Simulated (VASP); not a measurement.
Crystal: AgBr.

```xyz
2
Lattice="0.0000 2.8922 2.8922 2.8922 0.0000 2.8922 2.8922 2.8922 0.0000" Properties=species:S:1:pos:R:3 pbc="T T T"
Ag    0.0000    0.0000    0.0000
Br    2.8922    2.8922    2.8922
```

The cell is a database's computed one.

Base run:

```yaml
Program: VASP 6.6.1
Functional: r2SCAN
Potentials_or_basis: VASP PAW PBE potentials, release 64 (Ag, Br)
Cutoff: 520 eV
k_mesh: 7 × 7 × 7
Occupations: fermi-dirac, width 0.02 eV
Spin: no spin polarisation
```

Its results: band gap on the k mesh 1.32 eV, indirect (least direct gap 3.19 eV); pressure 0.0 GPa.

Task: The run is repeated on the same cell with these changes: k mesh from 7 × 7 × 7 to 2 × 2 × 2. What comes out?

Result: Band gap on the k mesh 1.15 eV, indirect (least direct gap 2.97 eV); pressure 6.0 GPa.

Caveats: some runs use coarse meshes; the PAW data sets were made with another functional, which shifts forces and pressure a little; an odd mesh through Γ misses points on the zone boundary, where band edges often lie (some runs).
